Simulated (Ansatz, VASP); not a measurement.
**One calculation of KBr, two programs**

The input INCAR:

```
SYSTEM = KBr
  PREC = Accurate
  ENCUT = 520
  EDIFF = 1E-6
  ISMEAR = 0
  SIGMA = 0.02
  LREAL = .FALSE.
  LASPH = .TRUE.
  NELM = 60
  ALGO = Normal
  ISIF = 2
  LWAVE = .FALSE.
  LCHARG = .FALSE.
  GGA = PE
  NBANDS = 15
```

File KPOINTS:

```
regular mesh
0
G
  6 6 6
  0 0 0
```

File POSCAR:

```
KBr
1.0
    0.0000000000      3.3000000000      3.3000000000
    3.3000000000      0.0000000000      3.3000000000
    3.3000000000      3.3000000000      0.0000000000
K Br
1 1
Direct
    0.0000000000      0.0000000000      0.0000000000
    0.5000000000      0.5000000000      0.5000000000
```

Input for Ansatz:

```yaml
crystal:
  lattice:
    - [0.0, 3.3, 3.3]
    - [3.3, 0.0, 3.3]
    - [3.3, 3.3, 0.0]
  atoms:
    - { symbol: K, position: [0.0, 0.0, 0.0] }
    - { symbol: Br, position: [0.5, 0.5, 0.5] }
basis:
  ecutwfc: 420
kpoints:
  mp_grid: { grid: [6, 6, 6] }
hamiltonian:
  xc: pbe
scf:
  occupations: { method: gaussian, width: 0.02 }
output:
  forces: true
  stress: true
  eigenvalues: true
  populations: true
```

Alike in both runs: task single point; functional PBE; k mesh 6 × 6 × 6; occupations gaussian, width 0.02 eV; no spin polarisation.

|  | VASP | Ansatz |
| --- | --- | --- |
| version | VASP 6.6.1 | Ansatz 0.2.0 |
| potentials or method | VASP PAW PBE potentials, release 64 (K_sv, Br) | scalar-relativistic, plane waves, PAW |
| plane-wave cutoff (eV) | 520 | 420 |
| valence electrons in the cell | 16 | 16 |

```csv
,VASP,Ansatz,Ansatz less VASP
gap on the k mesh at the Fermi level (eV),4.43,4.44,+0.002
least direct gap on the mesh (eV),4.43,4.44,+0.002
pressure (GPa),0.8,0.7,-0.04
```
